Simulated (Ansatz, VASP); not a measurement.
**One calculation of SiO2, two programs**

```xyz
3
Lattice="0.0000 2.2642 2.2642 2.2058 0.0000 2.2642 2.2058 2.2642 0.0000" Properties=species:S:1:pos:R:3 pbc="T T T"
Si    0.0000    0.0000    0.0000
O     1.1029    1.1321    1.1321
O     3.3086    3.3963    3.3963
```

Change from the starting cell: uniaxial_x strain -2.6%.

Alike in both runs: task single point; functional r2SCAN; k mesh 10 × 10 × 10; no spin polarisation.

|  | VASP | Ansatz |
| --- | --- | --- |
| version | VASP 6.6.1 | Ansatz 0.2.0 |
| potentials or method | VASP PAW PBE potentials, release 64 (Si, O) | plane waves, PAW |
| plane-wave cutoff (eV) | 520 | 500 |
| occupations | gaussian, width 0.01 eV | fixed |
| valence electrons in the cell | 16 | 16 |

VASP gave:

```
gap on the k mesh at the Fermi level (eV)       : 2.12
pressure (GPa)                                  : 9.3
largest component of the traceless stress (GPa) : 20.77
```

**Question.** Which values does Ansatz return?

**Answer.** gap on the k mesh at the Fermi level (eV): 2.16; pressure (GPa): 8.8; largest component of the traceless stress (GPa): 20.78.

Caveats: the PAW data sets were made with another functional, which shifts forces and pressure a little (VASP). A k mesh can miss the band edges.
